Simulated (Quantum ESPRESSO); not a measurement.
N:

```
N
1.0
     5.56052    0.00000    0.00000
     0.00000    5.56052    0.00000
     0.00000    0.00000    5.56052
N
8
Direct
  0.05740 0.44260 0.55740
  0.44260 0.55740 0.05740
  0.55740 0.05740 0.44260
  0.94260 0.94260 0.94260
  0.94260 0.55740 0.44260
  0.55740 0.44260 0.94260
  0.44260 0.94260 0.55740
  0.05740 0.05740 0.05740
```

Base run:

```yaml
Program: Quantum ESPRESSO 7.5
Functional: PBE
Potentials_or_basis: SSSP 1.3 efficiency PBE
Cutoff: 816 eV
Density_cutoff: 6531 eV
k_mesh: 5 × 5 × 5
Occupations: fermi-dirac, width 0.05 eV
Spin: no spin polarisation
```

Its results: band gap on the k mesh 7.25 eV, indirect (least direct gap 7.27 eV); pressure 0.3 GPa; largest force 0.183 eV/Å.

Problem. The run is repeated on the same cell with these changes: functional from PBE to LDA; potentials or basis from SSSP 1.3 efficiency PBE to GBRV 1.5 LDA; cutoff from 816 eV to 612 eV; density cutoff from 6531 eV to 4898 eV. What comes out?

Solution. Band gap on the k mesh 7.07 eV, indirect (least direct gap 7.10 eV); pressure -1.5 GPa; largest force 0.685 eV/Å.

Not every run made on this cell is shown here.
